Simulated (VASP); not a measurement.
# InPd (Fm-3m) in VASP: equation of state

How stiff is InPd in PBE, and what volume does it want? The cell is scaled to several volumes.

All numbers are computed with VASP 6.6.1; they aren't measurements. Logs are shortened: lines on timing, memory, paths and dates and some standing lists are left out, and cuts for length are marked.

### 1 The crystal as given

The structure is cubic, space group Fm-3m (No. 225). The conventional cell has a = 5.492 Å, b = 5.492 Å, c = 5.492 Å, α = 90.00°, β = 90.00°, γ = 90.00°. In (site symmetry m-3m) has 6 Pd at 2.75 Å as nearest neighbours. Pd (site symmetry m-3m) has 6 In at 2.75 Å as nearest neighbours.

The cell was built by a generator and needn't be a form met in nature.

### 2 Equation of state, PBE, 19.47 Å³/atom (volume scaled by 0.94)

Contents of INCAR:

```
SYSTEM = InPd
PREC = Accurate
ENCUT = 520
EDIFF = 1E-7
ISMEAR = -1
SIGMA = 0.05
LREAL = .FALSE.
LASPH = .TRUE.
NELM = 100
ALGO = Normal
ISIF = 2
LWAVE = .FALSE.
LCHARG = .FALSE.
GGA = PE
NBANDS = 18
```

Contents of KPOINTS:

```
Automatic mesh
0
G
  8 8 8
  0 0 0
```

Contents of POSCAR:

```
InPd
1.0
    0.0000000000      2.6900120256      2.6900120256
    2.6900120256      0.0000000000      2.6900120256
    2.6900120256      2.6900120256      0.0000000000
In Pd
1 1
Direct
    0.0000000000      0.0000000000      0.0000000000
    0.5000000000      0.5000000000      0.5000000000
```

Potentials or basis: VASP PAW PBE potentials, release 64 (In_d, Pd).

Started as:

```
cat potpaw_PBE.64/In_d/POTCAR potpaw_PBE.64/Pd/POTCAR > POTCAR
mpirun -np 1 vasp_std > vasp.out
```

OUTCAR:

```text
SYSTEM = InPd
   PREC = Accurate
   ENCUT = 520
   EDIFF = 1E-7
   ISMEAR = -1
   LREAL = .FALSE.
   LASPH = .TRUE.
   NELM = 100
   ISIF = 2
   GGA = PE

 Found     29 irreducible k-points:

 Following reciprocal coordinates:
            Coordinates               Weight
  0.000000  0.000000  0.000000      1.000000
  0.125000  0.000000  0.000000      8.000000
  0.250000  0.000000  0.000000      8.000000
  0.375000  0.000000  0.000000      8.000000
  0.500000  0.000000  0.000000      4.000000
  0.125000  0.125000  0.000000      6.000000
   k-points           NKPTS =     29   k-points in BZ     NKDIM =     29   number of bands    NBANDS=     18
   number of dos      NEDOS =    301   number of ions     NIONS =      2
   total plane-waves  NPLWV =  21952
   dimension x,y,z NGX =    28 NGY =   28 NGZ =   28
   dimension x,y,z NGXF=    56 NGYF=   56 NGZF=   56
   ions per type =               1   1
   NGX,Y,Z   is equivalent  to a cutoff of  12.24, 12.24, 12.24 a.u.
   NGXF,Y,Z  is equivalent  to a cutoff of  24.47, 24.47, 24.47 a.u.
 SYSTEM =  InPd
   PREC   = accura    normal or accurate (medium, high low for compatibility)
   ISTART =      0    job   : 0-new  1-cont  2-samecut
   ICHARG =      2    charge: 1-file 2-atom 10-const
   ISPIN  =      1    spin polarized calculation?
   LNONCOLLINEAR =      F non collinear calculations
   LSORBIT =      F    spin-orbit coupling
   LASPH  =      T    aspherical Exc in radial PAW
   ENCUT  =  520.0 eV  38.22 Ry    6.18 a.u.   7.07  7.07  7.07*2*pi/ulx,y,z
   NELM   =    100;   NELMIN=  2; NELMDL= -5     # of ELM steps
   EDIFF  = 0.1E-06   stopping-criterion for ELM
   LREAL  =      F    real-space projection
   EDIFFG = 0.1E-05   stopping-criterion for IOM
   NSW    =      0    number of steps for IOM
   IBRION =     -1    ionic relax: 0-MD 1-quasi-New 2-CG
   NFREE  =      0    steps in history (QN), initial steepest desc. (CG)
   ISIF   =      2    stress and relaxation
   ISYM   =      2    0-nonsym 1-usesym 2-fastsym
   POTIM  = 0.5000    time-step for ionic-motion
   TEBEG  =    0.0;   TEEND  =   0.0 temperature during run
   PSTRESS=    0.0 pullay stress
   NELECT =      23.0000    total number of electrons
   NUPDOWN=      -1.0000    fix difference up-down
   EMIN   =  10.00;   EMAX   =-10.00  energy-range for DOS
   EFERMI =   0.00;   METHOD = LEGACY
   ISMEAR =    -1;   SIGMA  =   0.05  broadening in eV -4-tet -1-fermi 0-gaus
   EFERMI_NEDOS =   21; number of points for ismear=-14 and -15
   IALGO  =     38    algorithm
   IMIX   =      4    mixing-type and parameters
     AMIX     =   0.40;   BMIX     =  1.00
     AMIX_MAG =   1.60;   BMIX_MAG =  1.00
  volume/ion in A,a.u.               =      19.47       131.36
  Fermi-wavevector in a.u.,A,eV,Ry     =   1.373683  2.595885 25.674265  1.887005
  Thomas-Fermi vector in A             =   2.499178
   LORBIT       =      0    0 simple, 1 ext, 2 COOP (PROOUT), +10 PAW based schemes
   GGA     = PE    functional components
   LHFCALC =     F    Hartree Fock is set to
   AEXX    =    0.0000 exact exchange contribution
   IVDW    =     0    specifies the selected vdW correction
   LEPSILON=     F    determine dielectric tensor
   LRPA    =     F    only Hartree local field effects (RPA)
 non-spin polarized calculation
  energy-cutoff  :      520.00
  volume of cell :       38.93
 maximum number of plane-waves:      1067
   NGX = 15   NGY = 15   NGZ = 15

 number of electron      23.0000010 magnetization

 Free energy of the ion-electron system (eV)
  ---------------------------------------------------
  ext. energy  EPLUGINS =         0.00000000
  ---------------------------------------------------
  free energy    TOTEN  =        -8.24427280 eV

  energy without entropy =       -8.23540835  energy(sigma->0) =       -8.23984057

 E-fermi :   9.0653     XC(G=0): -11.5381

 val. band max:        8.9412565823   @ k =   0.5000   0.2500   0.1250
 cond. band min:       9.0659446877   @ k =   0.5000   0.5000   0.0000
 fundamental gap:      0.1246881054
 Fermi energy:         9.0653158964

 k-point     1 :       0.0000    0.0000    0.0000
  band No.  band energies     occupation
      1      -5.7073      2.00000
      2      -5.7073      2.00000
      3      -5.5897      2.00000
      4      -5.5897      2.00000
      5      -5.5897      2.00000
      6      -0.2245      2.00000
[... 10 lines left out ...]
     17      21.4066      0.00000
     18      21.4069      0.00000

 k-point     2 :       0.1250    0.0000    0.0000
  band No.  band energies     occupation
      1      -5.6920      2.00000
      2      -5.6920      2.00000
      3      -5.5854      2.00000
      4      -5.5740      2.00000
      5      -5.5740      2.00000
      6       0.0469      2.00000
[... 10 lines left out ...]
     17      20.6335      0.00000
     18      20.6335      0.00000

 k-point     3 :       0.2500    0.0000    0.0000
  band No.  band energies     occupation
      1      -5.6593      2.00000
      2      -5.6593      2.00000
      3      -5.5756      2.00000
      4      -5.5311      2.00000
      5      -5.5311      2.00000
      6       0.8485      2.00000
[... 10 lines left out ...]
     17      19.2111      0.00000
     18      19.8876      0.00000

 k-point     4 :       0.3750    0.0000    0.0000
  band No.  band energies     occupation
      1      -5.6314      2.00000
      2      -5.6314      2.00000
      3      -5.5665      2.00000
      4      -5.4819      2.00000
      5      -5.4819      2.00000
      6       2.1206      2.00000
[... 10 lines left out ...]
     17      17.8970      0.00000
     18      19.8577      0.00000

 k-point     5 :       0.5000    0.0000    0.0000
  band No.  band energies     occupation
      1      -5.6209      2.00000
      2      -5.6209      2.00000
      3      -5.5629      2.00000
      4      -5.4600      2.00000
      5      -5.4600      2.00000
      6       3.5734      2.00000
[... 10 lines left out ...]
     17      17.0194      0.00000
     18      19.8741      0.00000

 k-point     6 :       0.1250    0.1250    0.0000
  band No.  band energies     occupation
      1      -5.6964      2.00000
      2      -5.6815      2.00000
      3      -5.6022      2.00000
      4      -5.5609      2.00000
      5      -5.5609      2.00000
      6       0.1355      2.00000
[... 10 lines left out ...]
     17      21.2880      0.00000
     18      21.2880      0.00000

 [... further k-points ...]

------------------------ aborting loop because EDIFF is reached ----------------------------------------

  FORCE on cell =-STRESS in cart. coord.  units (eV):
  Direction    XX          YY          ZZ          XY          YZ          ZX
  --------------------------------------------------------------------------------------
  -------------------------------------------------------------------------------------
  Total        1.5755631      1.5755631      1.5755631     -0.0000000     -0.0000000      0.0000000
  in kB       64.8415994     64.8415994     64.8415994     -0.0000000     -0.0000000      0.0000000
  external PRESSURE =      64.8415994 kB  Pullay stress =       0.0000000 kB

 VOLUME and BASIS-vectors are now :
 -----------------------------------------------------------------------------
  energy-cutoff  :      520.00
  volume of cell :       38.93
      direct lattice vectors                 reciprocal lattice vectors
     0.000000000  2.690012026  2.690012026    -0.185872775  0.185872775  0.185872775
     2.690012026  0.000000000  2.690012026     0.185872775 -0.185872775  0.185872775
     2.690012026  2.690012026  0.000000000     0.185872775  0.185872775 -0.185872775

 POSITION                                       TOTAL-FORCE (eV/Angst)
 -----------------------------------------------------------------------------------
      0.00000      0.00000      0.00000         0.000000      0.000000     -0.000000
      2.69001      2.69001      2.69001        -0.000000     -0.000000      0.000000
 -----------------------------------------------------------------------------------
    total drift:                                0.000000      0.000000      0.000000

  FREE ENERGIE OF THE ION-ELECTRON SYSTEM (eV)
  ---------------------------------------------------
  free  energy   TOTEN  =        -8.2442727976 eV

  energy  without entropy=       -8.2354083508  energy(sigma->0) =       -8.23984057
```

It took 13 s on 1 thread of Intel Xeon Platinum 8488C (Sapphire Rapids), shared host; peak memory 0.16 GiB.

Results:

```
Free energy            : -8.2443 eV
Pressure               : 6.5 GPa
Band gap on the k mesh : none (metal or under the smearing width)
```

### 3 Equation of state, PBE, 19.88 Å³/atom (volume scaled by 0.96)

Contents of INCAR:

```
SYSTEM = InPd
PREC = Accurate
ENCUT = 520
EDIFF = 1E-7
ISMEAR = -1
SIGMA = 0.05
LREAL = .False.
LASPH = .True.
NELM = 60
ALGO = Normal
ISIF = 2
LWAVE = .False.
LCHARG = .False.
GGA = PE
NBANDS = 18
```

Contents of KPOINTS:

```
Automatic mesh
0
Gamma
  8 8 8
  0 0 0
```

Contents of POSCAR:

```
InPd
1.0
    0.0000000000      2.7089563964      2.7089563964
    2.7089563964      0.0000000000      2.7089563964
    2.7089563964      2.7089563964      0.0000000000
In Pd
1 1
Direct
    0.0000000000      0.0000000000      0.0000000000
    0.5000000000      0.5000000000      0.5000000000
```

Potentials or basis: VASP PAW PBE potentials, release 64 (In_d, Pd).

Started as:

```
cat potpaw_PBE.64/In_d/POTCAR potpaw_PBE.64/Pd/POTCAR > POTCAR
mpirun -np 1 vasp_std > vasp.out
```

Wall time 14 s (1 thread of Intel Xeon Platinum 8488C (Sapphire Rapids), shared host); peak memory 0.16 GiB.

It converged, with:

```yaml
Free_energy: -8.2720 eV
Pressure: 4.1 GPa
Band_gap_on_the_k_mesh: none (metal or under the smearing width)
```

### 4 Equation of state, PBE, 20.29 Å³/atom (volume scaled by 0.98)

Contents of INCAR:

```
SYSTEM = InPd
ALGO     = Normal         ! electronic algorithm
EDIFF    = 1E-7           ! SCF threshold, eV
ENCUT    = 520            ! plane-wave cutoff, eV
GGA      = PE             ! functional
ISIF     = 2              ! what is computed and relaxed
ISMEAR   = -1             ! smearing method
LASPH    = .True.         ! aspherical terms in the spheres
LCHARG   = .False.        ! write CHGCAR
LREAL    = .False.        ! projectors in reciprocal space
LWAVE    = .False.        ! write WAVECAR
NBANDS   = 18             ! bands
NELM     = 80             ! most SCF steps
PREC     = Accurate       ! precision mode
SIGMA    = 0.05           ! smearing width, eV
```

Contents of KPOINTS:

```
k-points
0
Gamma
  8 8 8
  0 0 0
```

Contents of POSCAR:

```
InPd
1.0
    0.0000000000      2.7276394447      2.7276394447
    2.7276394447      0.0000000000      2.7276394447
    2.7276394447      2.7276394447      0.0000000000
In Pd
1 1
Direct
    0.0000000000      0.0000000000      0.0000000000
    0.5000000000      0.5000000000      0.5000000000
```

Started as:

```
cat potpaw_PBE.64/In_d/POTCAR potpaw_PBE.64/Pd/POTCAR > POTCAR
mpirun -np 1 vasp_std > vasp.out
```

It took 19 s on 1 thread of Intel Xeon Platinum 8488C (Sapphire Rapids), shared host; peak memory 0.17 GiB.

It converged, with:

```
Free energy            : -8.2882 eV
Pressure               : 2.0 GPa
Band gap on the k mesh : none (metal or under the smearing width)
```

### 5 Equation of state, PBE, 21.12 Å³/atom (volume scaled by 1.02)

Contents of INCAR:

```
SYSTEM = InPd
PREC     = Accurate       ! precision mode
ENCUT    = 520            ! plane-wave cutoff, eV
EDIFF    = 1E-7           ! SCF threshold, eV
ISMEAR   = -1             ! smearing method
SIGMA    = 0.05           ! smearing width, eV
LREAL    = .FALSE.        ! projectors in reciprocal space
LASPH    = .TRUE.         ! aspherical terms in the spheres
NELM     = 80             ! most SCF steps
ALGO     = Normal         ! electronic algorithm
ISIF     = 2              ! what is computed and relaxed
LWAVE    = .FALSE.        ! write WAVECAR
LCHARG   = .FALSE.        ! write CHGCAR
GGA      = PE             ! functional
NBANDS   = 18             ! bands
```

Contents of KPOINTS:

```
Automatic mesh
0
G
  8 8 8
  0 0 0
```

Contents of POSCAR:

```
InPd
1.0
    0.0000000000      2.7642564240      2.7642564240
    2.7642564240      0.0000000000      2.7642564240
    2.7642564240      2.7642564240      0.0000000000
In Pd
1 1
Direct
    0.0000000000      0.0000000000      0.0000000000
    0.5000000000      0.5000000000      0.5000000000
```

Started as:

```
cat potpaw_PBE.64/In_d/POTCAR potpaw_PBE.64/Pd/POTCAR > POTCAR
mpirun -np 1 vasp_std > vasp.out
```

Run time: 18 s. Hardware: 1 thread of Intel Xeon Platinum 8488C (Sapphire Rapids), shared host; peak memory 0.17 GiB.

The run converged. Its results:

```yaml
Free_energy: -8.2914 eV
Pressure: -1.4 GPa
Band_gap_on_the_k_mesh: none (metal or under the smearing width)
```

### 6 Equation of state, PBE, 21.54 Å³/atom (volume scaled by 1.04)

Contents of INCAR:

```
PREC = Accurate
ENCUT = 520
EDIFF = 1E-7
ISMEAR = -1
SIGMA = 0.05
LREAL = F
LASPH = T
NELM = 80
ALGO = Normal
ISIF = 2
LWAVE = F
LCHARG = F
GGA = PE
NBANDS = 18
```

Contents of KPOINTS:

```
Automatic mesh
0
Gamma
  8 8 8
```

Contents of POSCAR:

```
InPd
1.0
    0.0000000000      2.7822066440      2.7822066440
    2.7822066440      0.0000000000      2.7822066440
    2.7822066440      2.7822066440      0.0000000000
In Pd
1 1
Direct
    0.0000000000      0.0000000000      0.0000000000
    0.5000000000      0.5000000000      0.5000000000
```

Potentials or basis: VASP PAW PBE potentials, release 64 (In_d, Pd).

Started as:

```
cat potpaw_PBE.64/In_d/POTCAR potpaw_PBE.64/Pd/POTCAR > POTCAR
mpirun -np 1 vasp_std > vasp.out
```

Wall time 19 s (1 thread of Intel Xeon Platinum 8488C (Sapphire Rapids), shared host); peak memory 0.17 GiB.

The run converged. Its results:

| Item | Value |
| --- | --- |
| Free energy | -8.2806 eV |
| Pressure | -2.8 GPa |
| Band gap on the k mesh | none (metal or under the smearing width) |

### 7 Equation of state, PBE, 21.95 Å³/atom (volume scaled by 1.06)

Contents of INCAR:

```
SYSTEM = InPd
PREC = Accurate
ENCUT = 520
EDIFF = 1E-7
ISMEAR = -1
SIGMA = 0.05
LREAL = .False.
LASPH = .True.
NELM = 60
ALGO = Normal
ISIF = 2
LWAVE = .False.
LCHARG = .False.
GGA = PE
NBANDS = 18
```

Contents of KPOINTS:

```
Automatic mesh
0
Gamma
  8 8 8
  0 0 0
```

Contents of POSCAR:

```
InPd
1.0
    0.0000000000      2.7999281833      2.7999281833
    2.7999281833      0.0000000000      2.7999281833
    2.7999281833      2.7999281833      0.0000000000
In Pd
1 1
Direct
    0.0000000000      0.0000000000      0.0000000000
    0.5000000000      0.5000000000      0.5000000000
```

Started as:

```
cat potpaw_PBE.64/In_d/POTCAR potpaw_PBE.64/Pd/POTCAR > POTCAR
mpirun -np 1 vasp_std > vasp.out
```

Run time: 18 s. Hardware: 1 thread of Intel Xeon Platinum 8488C (Sapphire Rapids), shared host; peak memory 0.17 GiB.

It converged, with:

* Free energy: -8.2630 eV
* Pressure: -4.1 GPa
* Band gap on the k mesh: none (metal or under the smearing width)

### 8 Equation of state, PBE

Potentials or basis: VASP PAW PBE potentials, release 64 (In_d, Pd).

This step only gathers the single runs of the series.

What came out:

```
Equilibrium volume                      : 20.77 Å³/atom
Bulk modulus                            : 85 GPa
Pressure derivative of the bulk modulus : 5.4
```

Energy against volume, from the lowest point:
```tsv
volume (Å³/atom)	energy (meV/atom)
19.465	24.99
19.880	11.14
20.294	3.03
20.708	0.00
21.122	1.43
21.536	6.81
21.950	15.63
```
